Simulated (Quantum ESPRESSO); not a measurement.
Here is a Quantum ESPRESSO 7.5 calculation.

pw.in

```
&CONTROL
  calculation = 'scf'
  prefix = 'pwscf'
  outdir = './tmp'
  pseudo_dir = './pseudo'
  tprnfor = .true.
  tstress = .true.
  disk_io = 'low'
/
&SYSTEM
  ibrav = 0
  nat = 1
  ntyp = 1
  ecutwfc = 88
  nbnd = 15
  occupations = 'smearing'
  smearing = 'fd'
  degauss = 0.00367493
/
&ELECTRONS
  conv_thr = 2d-10
  electron_maxstep = 120
  mixing_beta = 0.5
/
ATOMIC_SPECIES
Rh   102.9055 Rh.upf
CELL_PARAMETERS angstrom
   0.0000000000    1.8978500000    1.8978500000
   1.8978500000    0.0000000000    1.8978500000
   1.8978500000    1.8978500000    0.0000000000
ATOMIC_POSITIONS angstrom
Rh     0.0000000000    0.0000000000    0.0000000000
K_POINTS automatic
12 12 12 0 0 0
```

File bands.in:

```
&CONTROL
  calculation = 'bands'
  prefix = 'pwscf'
  outdir = './tmp'
  pseudo_dir = './pseudo'
  disk_io = 'low'
  verbosity = 'high'
/
&SYSTEM
  ibrav = 0
  nat = 1
  ntyp = 1
  ecutwfc = 88
  nbnd = 15
  occupations = 'smearing'
  smearing = 'fd'
  degauss = 0.00367493
/
&ELECTRONS
  conv_thr = 1d-08
  electron_maxstep = 120
  mixing_beta = 0.5
  diago_full_acc = .true.
/
ATOMIC_SPECIES
Rh   102.9055 Rh.upf
CELL_PARAMETERS angstrom
   0.0000000000    1.8978500000    1.8978500000
   1.8978500000    0.0000000000    1.8978500000
   1.8978500000    1.8978500000    0.0000000000
ATOMIC_POSITIONS angstrom
Rh     0.0000000000    0.0000000000    0.0000000000
K_POINTS crystal
60
 0.0000000000  0.0000000000  0.0000000000 1
 0.0625000000  0.0000000000  0.0625000000 1
 0.1250000000  0.0000000000  0.1250000000 1
 0.1875000000  0.0000000000  0.1875000000 1
 0.2500000000  0.0000000000  0.2500000000 1
 0.3125000000  0.0000000000  0.3125000000 1
 0.3750000000  0.0000000000  0.3750000000 1
 0.4375000000  0.0000000000  0.4375000000 1
 0.5000000000  0.0000000000  0.5000000000 1
 0.5000000000  0.0625000000  0.5625000000 1
 0.5000000000  0.1250000000  0.6250000000 1
 0.5000000000  0.1875000000  0.6875000000 1
 0.5000000000  0.2500000000  0.7500000000 1
 0.4375000000  0.3125000000  0.7500000000 1
 0.3750000000  0.3750000000  0.7500000000 1
 0.3375000000  0.3375000000  0.6750000000 1
 0.3000000000  0.3000000000  0.6000000000 1
 0.2625000000  0.2625000000  0.5250000000 1
 0.2250000000  0.2250000000  0.4500000000 1
 0.1875000000  0.1875000000  0.3750000000 1
 0.1500000000  0.1500000000  0.3000000000 1
 0.1125000000  0.1125000000  0.2250000000 1
 0.0750000000  0.0750000000  0.1500000000 1
 0.0375000000  0.0375000000  0.0750000000 1
 0.0000000000  0.0000000000  0.0000000000 1
 0.0625000000  0.0625000000  0.0625000000 1
 0.1250000000  0.1250000000  0.1250000000 1
 0.1875000000  0.1875000000  0.1875000000 1
 0.2500000000  0.2500000000  0.2500000000 1
 0.3125000000  0.3125000000  0.3125000000 1
 0.3750000000  0.3750000000  0.3750000000 1
 0.4375000000  0.4375000000  0.4375000000 1
 0.5000000000  0.5000000000  0.5000000000 1
 0.5250000000  0.4500000000  0.5250000000 1
 0.5500000000  0.4000000000  0.5500000000 1
 0.5750000000  0.3500000000  0.5750000000 1
 0.6000000000  0.3000000000  0.6000000000 1
 0.6250000000  0.2500000000  0.6250000000 1
 0.5833333333  0.2500000000  0.6666666667 1
 0.5416666667  0.2500000000  0.7083333333 1
 0.5000000000  0.2500000000  0.7500000000 1
 0.5000000000  0.2857142857  0.7142857143 1
 0.5000000000  0.3214285714  0.6785714286 1
 0.5000000000  0.3571428571  0.6428571429 1
 0.5000000000  0.3928571429  0.6071428571 1
 0.5000000000  0.4285714286  0.5714285714 1
 0.5000000000  0.4642857143  0.5357142857 1
 0.5000000000  0.5000000000  0.5000000000 1
 0.4821428571  0.4821428571  0.5357142857 1
 0.4642857143  0.4642857143  0.5714285714 1
 0.4464285714  0.4464285714  0.6071428571 1
 0.4285714286  0.4285714286  0.6428571429 1
 0.4107142857  0.4107142857  0.6785714286 1
 0.3928571429  0.3928571429  0.7142857143 1
 0.3750000000  0.3750000000  0.7500000000 1
 0.6250000000  0.2500000000  0.6250000000 1
 0.5937500000  0.1875000000  0.5937500000 1
 0.5625000000  0.1250000000  0.5625000000 1
 0.5312500000  0.0625000000  0.5312500000 1
 0.5000000000  0.0000000000  0.5000000000 1
```

Potentials or basis: PseudoDojo 0.4.1 SR LDA standard.

Run with:

```console
$ OMP_NUM_THREADS=1 pw.x -in pw.in > pw.out
$ OMP_NUM_THREADS=1 pw.x -in bands.in > bands.out
```

Estimate the pressure.

-9.5 GPa.

Estimate the band gap on the k mesh.

none (metal or under the smearing width).

Levels at the corners of the path, in eV from the Fermi level:
| point | band 4 | band 5 | band 6 | band 7 | band 8 | band 9 | band 10 | band 11 | band 12 | band 13 |
| --- | --- | --- | --- | --- | --- | --- | --- | --- | --- | --- |
| Γ | -46.31 | -8.11 | -3.16 | -3.16 | -3.16 | -1.02 | -1.02 | 16.14 | 21.53 | 21.53 |
| X | -46.59 | -6.42 | -6.06 | 0.55 | 0.98 | 0.98 | 3.18 | 12.25 | 13.28 | 13.28 |
| W | -46.59 | -5.10 | -3.89 | -3.89 | -1.24 | 0.98 | 9.59 | 9.59 | 11.17 | 12.72 |
| K | -46.53 | -5.61 | -4.85 | -2.13 | -0.71 | 0.35 | 7.84 | 8.55 | 12.04 | 16.47 |
| Γ | -46.31 | -8.11 | -3.16 | -3.16 | -3.16 | -1.02 | -1.02 | 16.14 | 21.53 | 21.53 |
| L | -46.41 | -6.25 | -3.23 | -3.23 | 0.56 | 0.56 | 0.65 | 8.59 | 15.63 | 21.29 |
| U | -46.53 | -5.61 | -4.85 | -2.13 | -0.71 | 0.35 | 7.84 | 8.55 | 12.04 | 16.47 |
| W | -46.59 | -5.10 | -3.89 | -3.89 | -1.24 | 0.98 | 9.59 | 9.59 | 11.17 | 12.72 |
| L | -46.41 | -6.25 | -3.23 | -3.23 | 0.56 | 0.56 | 0.65 | 8.59 | 15.63 | 21.29 |
| K | -46.53 | -5.61 | -4.85 | -2.13 | -0.71 | 0.35 | 7.84 | 8.55 | 12.04 | 16.47 |
| U | -46.53 | -5.61 | -4.85 | -2.13 | -0.71 | 0.35 | 7.84 | 8.55 | 12.04 | 16.47 |
| X | -46.59 | -6.42 | -6.06 | 0.55 | 0.98 | 0.98 | 3.18 | 12.25 | 13.28 | 13.28 |
